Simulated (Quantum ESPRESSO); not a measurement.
Runs of Quantum ESPRESSO 7.5 on Bi2Se3 (Paraguanajuatite). Symmetry: R-3m, No. 166, trigonal system. The conventional cell has a = 4.143 Å, b = 4.143 Å, c = 28.636 Å, α = 90.00°, β = 90.00°, γ = 120.00°. Bi (site symmetry 3m) is surrounded by 6 Se at 2.85 to 3.07 Å. Se (site symmetry 3m) has 3 Bi at 2.85 Å as nearest neighbours. Se (site symmetry -3m) is surrounded by 6 Bi at 3.07 Å. 

```csv
task,level,potentials or basis,k mesh,cutoff (eV),symmetry,SCF threshold,mesh quality,gap on the mesh (eV),pressure (GPa),largest force (eV/Å)
band structure,r2SCAN,SG15 PBE 1.2,4 × 4 × 4,952,off,1e-08 Ry,coarse,0.44,0.8,0.13
single point,PBE,SSSP 1.3 efficiency PBE,8 × 8 × 8,748,-,1e-09 Ry,not flagged,0.22,(a),0.17
band structure,PBEsol,PseudoDojo 0.4.1 SR PBEsol standard,7 × 7 × 7,1170,-,1e-09 Ry,not flagged,(b),-0.2,0.18
band structure,PBEsol,PseudoDojo 0.4.1 SR PBEsol standard,8 × 8 × 8,1170,-,1e-09 Ry,not flagged,0.13,-0.2,0.17
```

Alike in all rows: no spin polarisation; cell as given; smearing fermi-dirac 0.05 eV.

Problem. Estimate the missing entries.

Solution. (a) 2.4; (b) 0.14.

Caveats: some runs use coarse meshes; spin-orbit coupling is left out, which as a rule narrows the gap of such compounds by several tenths of an eV; some levels on the path didn't converge (some runs); the potentials were made for another functional, which shifts forces and pressure (some runs).

A k mesh can miss the band edges, and the runs leave out spin-orbit coupling on Bi, Se.

Not every run made on this cell is shown here.
